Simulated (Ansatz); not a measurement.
## What DFT gives for Ca

```
Ca
1.0
    -2.09934    2.09934    2.09934
     2.09934   -2.09934    2.09934
     2.09934    2.09934   -2.09934
Ca
1
Direct
  0.00000 0.00000 0.00000
```

Level: r2SCAN, no spin polarisation; 500 eV; 11×11×11 Γ-centred mesh; gaussian occupations (width 0.0236 eV); Ansatz 0.2.0, fixed geometry.

What happens at the Fermi level?

It is a metal, with about 1.2 states/eV a cell as the mean within 0.25 eV of the Fermi level.

What do density and ELF say about some of the short contacts?

Ca–Ca at 3.64 Å: least valence density 0.06 e/Å³ and ELF 0.21 there. These are pseudo-fields; inside the PAW spheres they differ from the all-electron ones.

What does the stress say?

The pressure is 3.2 GPa (compression positive), so with the atoms held at these fractions the cell would first expand.

Origin: a known structure type with other elements, at an estimated volume, so it need not be a known compound.
